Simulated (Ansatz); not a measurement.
## AgCl: levels along high-symmetry lines

```
Ag Cl
1.0
     1.87091   -5.55660    0.00000
     1.87091    5.55660    0.00000
     0.00000    0.00000    3.92404
Ag Cl
2 2
Direct
  0.39656 0.60344 0.75000
  0.60344 0.39656 0.25000
  0.86545 0.13455 0.25000
  0.13455 0.86545 0.75000
```

Atoms are numbered in the order listed.

Structure from Materials Project entry mp-570858 (possibly hypothetical), not relaxed further.

These are results of DFT, PBEsol, all-electron LAPW, scalar-relativistic in Ansatz 0.2.0, not measurements.

Sampling and basis: a Γ-centred 9×9×8 k mesh, Fermi–Dirac smearing of 0.03 eV, basis error target 1 meV/atom, no spin polarisation.

Points in fractions of the reciprocal vectors of this cell: Γ (0, 0, 0), Y (-0.5, 0.5, 0), C0 (-0.278, 0.722, 0), Σ0 (0.278, 0.278, 0), Z (0, 0, 0.5), A0 (0.278, 0.278, 0.5), E0 (-0.278, 0.722, 0.5), T (-0.5, 0.5, 0.5). The path joins them by straight lines in the order Γ–Y–C0–Σ0–Γ–Z–A0–E0–T; legs that retrace an earlier one aren't tabulated. Energies are in eV from the top of the valence band.

(1) Metal or insulator at this level of theory?

(2) Tabulate bands 30 to 37, counted from the lowest band of the run, along the path.

Results:

(1) An insulator or semiconductor: gap 0.31 eV, indirect from the line Σ0 (0.278, 0.278, 0)–Γ to Γ (so small a gap may close at points that the mesh and path miss).

(2) 
```tsv
k (1/Å)	point	band 30	band 31	band 32	band 33	band 34	band 35	band 36	band 37
0.00	Γ	-2.29	-2.24	-1.80	-1.68	-1.50	0.31	2.97	7.55
0.08		-2.36	-2.31	-1.71	-1.67	-1.51	0.38	2.99	7.50
0.16		-2.37	-2.35	-1.64	-1.59	-1.54	0.60	3.03	7.36
0.24		-2.40	-2.30	-1.60	-1.57	-1.53	0.92	3.11	7.16
0.32		-2.48	-2.22	-1.61	-1.56	-1.53	1.28	3.21	6.90
0.40		-2.48	-2.12	-1.65	-1.57	-1.52	1.62	3.33	6.59
0.48		-2.47	-2.04	-1.68	-1.63	-1.49	1.86	3.44	6.32
0.57	Y	-2.47	-2.00	-1.69	-1.66	-1.48	1.94	3.49	6.21
0.67		-2.33	-1.97	-1.92	-1.43	-1.33	2.01	3.56	6.20
0.78		-2.14	-1.88	-1.76	-1.28	-1.03	2.17	3.76	6.18
0.88		-2.22	-1.58	-1.42	-1.05	-0.82	2.36	4.06	6.20
0.99		-2.15	-1.42	-0.98	-0.77	-0.70	2.50	4.43	6.31
1.10		-2.11	-1.30	-0.66	-0.59	-0.49	2.57	4.82	6.53
1.20		-2.07	-1.23	-0.68	-0.28	-0.24	2.62	5.18	6.23
1.31	C0	-2.04	-1.23	-0.75	-0.10	-0.07	2.72	5.45	5.62
1.40		-2.03	-1.25	-0.82	-0.08	-0.04	2.79	5.33	5.58
1.48		-1.99	-1.28	-0.95	-0.07	-0.02	2.90	5.13	5.59
1.57		-1.95	-1.32	-1.04	-0.07	-0.01	2.98	5.01	5.59
1.65		-1.95	-1.32	-1.04	-0.07	-0.01	2.98	5.01	5.59
1.74		-1.99	-1.28	-0.95	-0.07	-0.02	2.90	5.13	5.59
1.82		-2.03	-1.25	-0.82	-0.08	-0.04	2.79	5.33	5.58
1.91	Σ0	-2.04	-1.23	-0.75	-0.10	-0.07	2.72	5.45	5.62
2.04		-2.01	-1.33	-0.89	-0.11	0.00	2.97	4.90	5.38
2.17		-2.00	-1.53	-1.05	-0.36	-0.12	3.17	4.44	4.93
2.31		-1.96	-1.75	-1.22	-0.79	-0.41	2.79	4.41	4.74
2.44		-1.96	-1.89	-1.37	-1.31	-0.81	2.06	3.90	5.49
2.57		-2.04	-1.85	-1.84	-1.46	-1.24	1.28	3.44	6.36
2.71		-2.19	-2.19	-1.81	-1.57	-1.50	0.61	3.10	7.17
2.84	Γ	-2.29	-2.24	-1.80	-1.68	-1.50	0.31	2.97	7.55
2.96		-2.27	-2.01	-1.80	-1.68	-1.46	0.53	3.10	7.58
3.07		-2.18	-1.76	-1.64	-1.58	-1.30	1.04	3.48	7.64
3.18		-2.17	-1.64	-1.56	-1.13	-1.05	1.67	4.02	7.15
3.30		-2.24	-1.51	-1.47	-0.74	-0.72	2.33	4.63	6.48
3.41		-2.29	-1.40	-1.39	-0.44	-0.38	2.97	5.14	5.88
3.53		-2.31	-1.33	-1.33	-0.22	-0.17	3.61	4.86	6.06
3.64	Z	-2.34	-1.31	-1.31	-0.12	-0.12	4.24	4.24	6.58
3.78		-2.32	-1.38	-1.38	-0.23	-0.23	4.17	4.17	6.66
3.91		-2.27	-1.56	-1.56	-0.49	-0.49	3.90	3.90	7.02
4.04		-2.22	-1.81	-1.81	-0.81	-0.81	3.46	3.46	7.48
4.18		-2.15	-2.04	-2.04	-1.14	-1.14	3.04	3.04	7.51
4.31		-2.16	-2.10	-2.10	-1.43	-1.43	2.76	2.76	7.41
4.44		-2.16	-2.11	-2.11	-1.52	-1.52	2.68	2.68	7.24
4.58	A0	-2.19	-1.95	-1.95	-1.38	-1.38	2.83	2.83	6.90
4.66		-2.19	-1.99	-1.99	-1.43	-1.43	2.77	2.77	7.00
4.75		-2.18	-2.04	-2.04	-1.47	-1.47	2.72	2.72	7.10
4.83		-2.17	-2.08	-2.08	-1.50	-1.50	2.69	2.69	7.16
4.92		-2.17	-2.08	-2.08	-1.50	-1.50	2.69	2.69	7.16
5.00		-2.18	-2.04	-2.04	-1.47	-1.47	2.72	2.72	7.10
5.09		-2.19	-1.99	-1.99	-1.43	-1.43	2.77	2.77	7.00
5.17	E0	-2.19	-1.95	-1.95	-1.38	-1.38	2.83	2.83	6.90
5.28		-2.16	-1.75	-1.75	-1.22	-1.22	3.10	3.10	6.48
5.39		-2.11	-1.50	-1.50	-1.07	-1.07	3.48	3.48	6.02
5.49		-2.04	-1.21	-1.21	-0.94	-0.94	3.88	3.88	5.63
5.60		-1.97	-0.92	-0.92	-0.81	-0.81	4.05	4.05	5.56
5.70		-1.92	-0.83	-0.83	-0.52	-0.52	3.86	3.86	5.94
5.81		-1.88	-0.79	-0.79	-0.26	-0.26	3.60	3.60	6.43
5.92	T	-1.87	-0.78	-0.78	-0.16	-0.16	3.48	3.48	6.67
```
